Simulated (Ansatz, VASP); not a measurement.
**B31N31O (V_B-O_N): VASP beside Ansatz**

Wanted: the spread between two codes on one cell, functional and k mesh. The cell is taken from a series of runs on this material, whose earlier steps may have relaxed, scaled, displaced or heated it; both programs get it as it stands.

Method: plane waves, with VASP 6.6.1 beside it; single point at HSE06, in Ansatz 0.2.0.

## Step 1: Set-up

The cell holds 63 atoms: 31 B, 31 N and 1 O. Cell: a = 7.249 Å, b = 7.249 Å, c = 7.249 Å, α = 90.0°, β = 90.0°, γ = 90.0°. It derives from BN (BN (F-43m)). Nearest the centre at fractional (0.438, 0.438, 0.438): O63 at 0.92 Å, B8 at 1.98 Å, B11 at 1.99 Å, B18 at 1.99 Å, N45 at 2.14 Å, N52 at 2.14 Å, N55 at 2.15 Å, N36 at 2.66 Å.

Structure file:

```xyz
63
Lattice="7.2493 0.0000 0.0000 0.0000 0.0000 -7.2493 0.0000 7.2493 0.0000" Properties=species:S:1:pos:R:3 pbc="T T T"
B     0.0061    7.2451   -0.0031
B     7.2474    1.8116   -1.8190
B     1.8220    1.8116   -7.2444
B     1.8220    7.2370   -1.8190
B     0.0029    3.6272   -7.2492
B     0.0088    5.4305   -1.8111
B     1.8141    5.4305   -0.0058
B     1.8071    3.6256   -1.8040
B     0.0029    7.2418   -3.6346
B     0.0088    1.8037   -5.4379
B     1.8071    1.7966   -3.6330
B     1.8141    7.2477   -5.4379
B     0.0018    3.6173   -3.6247
B     0.0009    5.4330   -5.4404
B     1.8293    5.4262   -3.6481
B     1.8293    3.6407   -5.4336
B     3.6376    7.2418   -7.2492
B     3.6360    1.7967   -1.8041
B     5.4409    1.8037   -0.0058
B     5.4409    7.2477   -1.8111
B     3.6277    3.6173   -7.2482
B     3.6511    5.4262   -1.8263
B     5.4435    5.4330   -7.2472
B     5.4366    3.6407   -1.8263
B     3.6277    7.2408   -3.6247
B     3.6512    1.8189   -5.4336
B     5.4366    1.8189   -3.6482
B     5.4434    7.2398   -5.4404
B     3.6289    5.4161   -5.4235
B     5.4265    5.4161   -3.6258
B     5.4265    3.6184   -5.4235
N     0.9049    2.7083   -0.9019
N     0.9049    0.8945   -2.7157
N     2.7188    0.8945   -0.9019
N     0.9111    6.3360   -0.9080
N     0.9208    4.5106   -2.7201
N     2.7231    4.5106   -0.9178
N     2.7252    6.3335   -2.7222
N     0.9208    2.7127   -4.5180
N     0.9111    0.9006   -6.3434
N     2.7232    0.9104   -4.5180
N     2.7252    2.7148   -6.3409
N     0.8927    6.3532   -4.5313
N     0.8927    4.5239   -6.3606
N     2.6106    4.6260   -4.6334
N     2.7122    6.3441   -6.3515
N     4.5210    2.7127   -0.9178
N     4.5210    0.9104   -2.7201
N     6.3464    0.9006   -0.9080
N     6.3439    2.7148   -2.7222
N     4.5343    6.3532   -0.8897
N     4.6364    4.6260   -2.6076
N     6.3636    4.5239   -0.8897
N     6.3545    6.3441   -2.7091
N     4.6363    2.6003   -4.6333
N     4.5343    0.8823   -6.3606
N     6.3636    0.8823   -4.5313
N     6.3545    2.7017   -6.3515
N     4.5320    6.3368   -4.5290
N     4.5320    4.5216   -6.3442
N     6.3472    4.5216   -4.5290
N     6.3464    6.3360   -6.3434
O     2.6421    2.6317   -2.6391
```

## Step 2: Ansatz: single point, HSE06

Ansatz runs on its default PAW (the set named soft_2) files.

A single point gives forces, pressure and levels at one fixed geometry, so differences don't come from the geometry; what else differs is listed under the comparison.

input.yaml reads:

```yaml
crystal:
  lattice:
    - [7.24933471, 0.0, 0.0]
    - [0.0, 0.0, -7.24933471]
    - [0.0, 7.24933471, 0.0]
  atoms:
    - { symbol: B, position: [0.00084777157, 0.00043192589, -0.00058866095] }
    - { symbol: B, position: [-0.00026803163, 0.25091642862, 0.24989446136] }
    - { symbol: B, position: [0.25133159109, -0.00068307845, 0.24989439942] }
    - { symbol: B, position: [0.25133185966, 0.25091516697, -0.00170480603] }
    - { symbol: "N", position: [0.12482299442, 0.12440706848, 0.37359824439] }
    - { symbol: "N", position: [0.12482321234, 0.3746198689, 0.1233864742] }
    - { symbol: "N", position: [0.37503604608, 0.12440821558, 0.12338649243] }
    - { symbol: O, position: [0.36446206654, 0.36404846763, 0.36303139795] }
    - { symbol: B, position: [0.00040187006, -1.499422e-05, 0.50034892296] }
    - { symbol: B, position: [0.00121099682, 0.24982559172, 0.74910609192] }
    - { symbol: B, position: [0.25024323441, 0.00079547057, 0.74910702424] }
    - { symbol: B, position: [0.24927402953, 0.24885638831, 0.50012975626] }
    - { symbol: "N", position: [0.12567493445, 0.12525871016, 0.8740047162] }
    - { symbol: "N", position: [0.12701941083, 0.37522516154, 0.62221406919] }
    - { symbol: "N", position: [0.37564131588, 0.12660402006, 0.62221319448] }
    - { symbol: "N", position: [0.37592084634, 0.37550448037, 0.87366708949] }
    - { symbol: B, position: [0.00040043672, 0.50137127228, -0.00103566614] }
    - { symbol: B, position: [0.00120988949, 0.75012778062, 0.24880518864] }
    - { symbol: B, position: [0.2492735188, 0.50114908728, 0.24783619913] }
    - { symbol: B, position: [0.2502436444, 0.75012718842, -0.00022419537] }
    - { symbol: "N", position: [0.12701878103, 0.62323477571, 0.37420374093] }
    - { symbol: "N", position: [0.12567548825, 0.87502613731, 0.12423886606] }
    - { symbol: "N", position: [0.37564210417, 0.62323361147, 0.12558369547] }
    - { symbol: "N", position: [0.37592049241, 0.87468804435, 0.3744842299] }
    - { symbol: B, position: [0.00025359265, 0.50000659821, 0.49898558454] }
    - { symbol: B, position: [0.00011852469, 0.75047191798, 0.74945027028] }
    - { symbol: B, position: [0.25233631994, 0.50323164431, 0.74851503895] }
    - { symbol: B, position: [0.25233535691, 0.74953678045, 0.50221204863] }
    - { symbol: "N", position: [0.12314236572, 0.62506034693, 0.87638392427] }
    - { symbol: "N", position: [0.12314118143, 0.87740520326, 0.62403836251] }
    - { symbol: "N", position: [0.36011828606, 0.63915218078, 0.63813031515] }
    - { symbol: "N", position: [0.37412755742, 0.87614749432, 0.87512791333] }
    - { symbol: B, position: [0.50178856885, -1.442516e-05, -0.00103521367] }
    - { symbol: B, position: [0.50156288736, 0.24886029688, 0.2478377616] }
    - { symbol: B, position: [0.75054337028, 0.00079484165, 0.2488062885] }
    - { symbol: B, position: [0.75054219386, 0.24982798524, -0.00022543785] }
    - { symbol: "N", position: [0.62364983075, 0.12660399061, 0.3742039833] }
    - { symbol: "N", position: [0.62364940882, 0.37522643749, 0.12558317227] }
    - { symbol: "N", position: [0.87544124676, 0.12525962116, 0.12423886342] }
    - { symbol: "N", position: [0.87510402205, 0.37550474562, 0.37448303539] }
    - { symbol: B, position: [0.50042193085, -0.00016141373, 0.49898581689] }
    - { symbol: B, position: [0.50365058899, 0.25192469671, 0.74851048797] }
    - { symbol: B, position: [0.75088982694, -0.00029645295, 0.74945034459] }
    - { symbol: B, position: [0.74995062233, 0.25192203306, 0.50221427592] }
    - { symbol: "N", position: [0.62547817758, 0.12272685601, 0.87638371214] }
    - { symbol: "N", position: [0.63956258911, 0.35970848404, 0.63812156611] }
    - { symbol: "N", position: [0.87782228537, 0.12272442941, 0.62403694981] }
    - { symbol: "N", position: [0.87656299639, 0.3737099551, 0.87512651788] }
    - { symbol: B, position: [0.50042164693, 0.50000636167, -0.00118193052] }
    - { symbol: B, position: [0.50365405496, 0.7495295899, 0.2509060639] }
    - { symbol: B, position: [0.74994679271, 0.50323943425, 0.25090443522] }
    - { symbol: B, position: [0.75088863252, 0.75047201796, -0.00131626237] }
    - { symbol: "N", position: [0.6395542284, 0.63913780465, 0.35869462264] }
    - { symbol: "N", position: [0.62547773323, 0.87740543645, 0.12170553864] }
    - { symbol: "N", position: [0.87782209207, 0.6250596756, 0.12170360231] }
    - { symbol: "N", position: [0.87656352244, 0.87614784007, 0.37268878925] }
    - { symbol: B, position: [0.50058100929, 0.74813966947, 0.74711906995] }
    - { symbol: B, position: [0.74855287585, 0.50016085766, 0.74711523825] }
    - { symbol: B, position: [0.74854956491, 0.74813459025, 0.49913641452] }
    - { symbol: "N", position: [0.62516139629, 0.62474506266, 0.87411672662] }
    - { symbol: "N", position: [0.62516092543, 0.87513858288, 0.62372320238] }
    - { symbol: "N", position: [0.87555368066, 0.62474436657, 0.62372226981] }
    - { symbol: "N", position: [0.87544648369, 0.87502952677, 0.87400826399] }
  host:
    repeats: [2, 2, 2]
    atoms:
      - { symbol: B, position: [0.0, 0.0, 0.0] }
      - { symbol: B, position: [0.0, 0.5, 0.5] }
      # ... 6 more atoms of the perfect host
basis:
  ecutwfc: 420
  xc_grid: 2
hamiltonian:
  xc: hse06
kpoints:
  mp_grid: { grid: [1, 1, 1] }
magnetization:
  spin_polarized: true
  initial_magnetization: 2
  spin_locking: { lock_magnetization: hard }
scf:
  occupations: { method: fermi_dirac, width: 0.01 }
  max_iter: 80
  n_extra_bands: 16
  lower_state_search: "off"
output:
  forces: true
checkpoint:
  read: "../exc.ground.q0_M2.run"
  write: "../exc0_q0_M2.ground.l1.3.run"
  compress: false
  write_wavefunctions: false
  write_every: 100000
```

On the command line:

```
ansatz run input.yaml --threads 4 --pin off --max-ram 11304MiB --backend cpu --events-out ev --progress --plain --runs-dir out
```

What it wrote:

```text
Warning: at least one further symmetry operation maps every atom of the structure, as the run holds it, onto an atom to within 1.17e-5 (fractional), and is not used: to satisfy it, and what else the atoms miss by up to 2.00e-5, twice crystal.symmetry.tolerance (1.0e-5), an atom would have to move by the tolerance or more, and atoms are only ever moved by less. The run uses 1 unitary operations. The run imposes no operation that its atoms and lattice do not hold. Figures that only the operations left out would make equal are not made equal, and some can differ by far more than the structure misses those operations by: [rest of the remark cut]
Warning: the band count 144 (scf.n_extra_bands) hosts the net moment |M| = 2.0000 μB (N_el = 254) but caps the reachable moment at 2·n_bands − N_el = 34.0000 μB, below the 191 bands that the automatic rule leaves for it — a moment growing past the seed, or the majority channel's smearing tail, pins there with fewer empty majority states than that count leaves; raise or omit scf.n_extra_bands unless the cap is intended
Warning: checkpoint.read: the run can stay near the saved state's solution: 63 site(s) moved relative to the saved geometry (max |Δs| = 5.594e-3 fractional); the SCF starts from the saved state under `checkpoint.density_extrapolation: transplant`, in force with no word given; its orbitals are not used off its sites. A run without `checkpoint.read` takes nothing of the state. A lower free energy from it at the same positions (and U, V and field ramp, if any), with starting moments typed, shows a solution that this start missed, and an equal or higher one rules none out (checkpoint.read, Limitations, in the input reference)
scf.n_extra_bands = 16 over 128 filled bands (N_el = 254.0): the run solves 144 bands
exact exchange: scf.exx.singularity resolves to wigner_seitz, which cuts the screened interaction at the faces of the exchange supercell's Wigner-Seitz cell, so that each pair interacts once, at the shortest of its separations (the periodic images that this leaves out come, for a point-like exchange hole, to about 0.110 eV on a filled level). The cut falls within the interaction's reach, and what an exchange supercel [...]
Engine: ansatz 0.2.0, aarch64-unknown-linux-gnu
Pseudopotentials: kind: paw
Pseudopotential: B, paw, valence charge 3, recommended cutoff 420 eV (normal), B.paw.azcp
Pseudopotential: N, paw, valence charge 5, recommended cutoff 420 eV (normal), N.paw.azcp
Pseudopotential: O, paw, valence charge 6, recommended cutoff 420 eV (normal), O.paw.azcp
Functional definition: HSE06
  parameter a = 0.25
  parameter omega = 0.11/bohr
  exchange = pbe_x - a*pbe_x_sr(omega) + a*exact_x_sr(omega)
  correlation = pbe_c
Crystal: 63 atoms, lattice volume = 380.973 Å³
Basis set: ecut = 420 eV, 7441 PW (Γ), exchange–correlation on 100×100×100 points (8 copies of the dense FFT grid, shifted against one another)
Bands: 144, of which v1, the nominal top of the filled ones, is band 127 counted from 1 (126 counted from 0)
Symmetry: 1 space group operations
Space group: P1 (ITA 1), of the structure as read, at distance tolerance 7.2e-5 Å
Magnetic group: BNS 1.1 (UNI 1), of the structure as read, at distance tolerance 7.2e-5 Å
k-points: 1
Non-local potential: B, projectors of the file, l = 0: 2, l = 1: 2, l = 2: 1
Non-local potential: N, projectors of the file, l = 0: 2, l = 1: 2, l = 2: 1
Non-local potential: O, projectors of the file, l = 0: 2, l = 1: 2, l = 2: 1
PAW form: soft (Blöchl's): semilocal exchange-correlation on the pseudo side does not see the compensation charge
[...]
Free energy (F): -17376.126760 eV
Frozen-core exchange: fock
Harris-Foulkes:  -17376.126760 eV  (|F-HF|=1.06e-10)
Internal energy: -17376.126760 eV  (E = F + TS)
E sigma→0 (E₀):  -17376.126760 eV
Fermi energy:    11.282610 (↑ 12.804759, ↓ 11.282610) eV
--- Per-component energies (eV) ---
  E_band       = 336.484448
  E_kinetic    = 5920.719982
  E_local      = -5945.052452  (includes V_loc(G=0)·N_el)
  E_nonlocal   = 1767.698376
  E_hartree    = 1707.618410
  E_xc         = -2399.801301
  E_vxc        = -2956.689620  (∫ρ·V_xc dr)
  E_exx        = -624.157269  (= α·E_x^exact, valence–valence)
  E_paw        = -6501.071069  (= ΣΔE_a)
  E_vpaw       = -617.120393  (= ΣTr[D̂ρ^β])
  E_aug_tail   = 0.005665  (compensation charges beyond the density's cutoff)
  E_ewald      = -11300.984644
  E_core_change = -1.102458  (= ΣΔE_core)
  E_smearing   = -0.000000  (= −TS)
  E_closure    = -0.000000  (closes the sum)
  Σ components = -17376.126760   (vs F -17376.126760, Δ=3.64e-12)
--- Forces (eV/Å), atoms counted from 1 ---
  atom   1  B     -0.02207485    -0.02203937     0.02202717
  atom   2  B      0.05168896    -0.16563095     0.16575305
  atom   3  B     -0.16558224    -0.16562743    -0.05167966
  atom   4  B     -0.16577851     0.05186955     0.16566960
  atom   5  N      0.04539958     0.33222318    -0.04530593
  atom   6  N      0.04534768     0.04506429    -0.33205191
  atom   7  N      0.33200264     0.04520416    -0.04519622
  atom   8  O     -0.14058270    -0.14131258     0.14074080
  atom   9  B     -0.01090654    -0.68718095     0.01073519
  atom  10  B      0.04253140     0.07068011     0.02360516
  atom  11  B     -0.02377687     0.07060582    -0.04252877
  atom  12  B     -0.05092654    -0.51869937     0.05034497
  atom  13  N      0.07717057     0.01528572    -0.07708189
  atom  14  N      0.03507817     0.16921617    -0.18478571
  atom  15  N      0.18491520     0.16944768    -0.03495273
  atom  16  N      0.16008285    -0.09591791    -0.16016624
  atom  17  B     -0.01057262    -0.01073460     0.68722937
  atom  18  B      0.04277835    -0.02368350    -0.07063986
  atom  19  B     -0.05072758    -0.05023941     0.51833154
  atom  20  B     -0.02374656     0.04256606    -0.07070018
  atom  21  N      0.03518378     0.18497762    -0.16917448
  atom  22  N      0.07704509     0.07684893    -0.01519368
  atom  23  N      0.18478985     0.03498058    -0.16924933
  atom  24  N      0.16015192     0.16004592     0.09575700
[...]
atom  56  N      0.05594954     0.29468025    -0.05589415
  atom  57  B     -0.20526896     0.38258043    -0.38280531
  atom  58  B      0.38311365     0.38285459     0.20464284
  atom  59  B      0.38336646    -0.20410774    -0.38313461
  atom  60  N     -0.00492929    -0.18711093     0.00491433
  atom  61  N     -0.00480475    -0.00465024     0.18729275
  atom  62  N     -0.18725521    -0.00453098     0.00470631
  atom  63  N      0.05277935     0.05295491    -0.05288275
  max |Σ_I F_I| component: 7.58e-5 eV/Å
--- Band table (eV) ---
  k-point 0 ↑: bands = [... 123 lower, 8.9035, 8.9037, 9.8921, 9.9389, 9.9390, 15.6636]
  k-point 0 ↓: bands = [... 123 lower, 9.5333, 9.5333, 10.3350, 12.2370, 12.2374, 15.6694]
  guard bands above this table: 15 of the run's 144 bands. The solve was not asked for them (output.publish_guard_bands: true or output.eigenvalues: true publishes all)
```

[end of part 1 of 2]

[Lines on the potential files, build, host, timing and source positions are cut from VASP's logs without a mark.]

[Logs are printed without paths, hosts, clocks, repeated set-up lines and the standing remarks that a program may print on its own settings, such as how far it seeks lower states.]

[Hosts, paths, dates, database ids (printed as entryN), source tags and the programs' standing remarks are cut or masked in the printed files.]
